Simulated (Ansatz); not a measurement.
In, 2 atoms in the cell. It takes space group P6_3/mmc (No. 194, hexagonal). Conventional cell: a = 3.335 Å, b = 3.335 Å, c = 5.509 Å, α = 90.00°, β = 90.00°, γ = 120.00°. Around In (site symmetry -6m2) lie 12 In at 3.34 to 3.36 Å. This isn't the form of In at room conditions, which is tetragonal.

* Program: Ansatz 0.2.0
* Task: single point
* Functional: PBE
* Potentials or basis: all-electron LAPW, scalar-relativistic
* Cutoff: 168 eV (chosen from the basis error)
* Basis error allowed: 0.001 eV/atom
* k mesh: 9 × 9 × 5
* Occupations: fermi-dirac, width 0.05 eV
* Spin: no spin polarisation

Potentials or basis: all-electron LAPW, scalar-relativistic.

Launch:

```console
$ ansatz run input.yaml --threads 1 --pin off --max-ram 3072MiB --backend cpu --events-out ev --progress --plain --runs-dir out
```

Hardware: 1 thread of Arm Neoverse N1, on a shared host.

How long does it take, and how much memory?

Run time: 13 s on 1 thread of Arm Neoverse N1 (shared host), peak memory 0.28 GiB. Counts: scf iterations 7, plane waves 263, k points 36, bands 26.
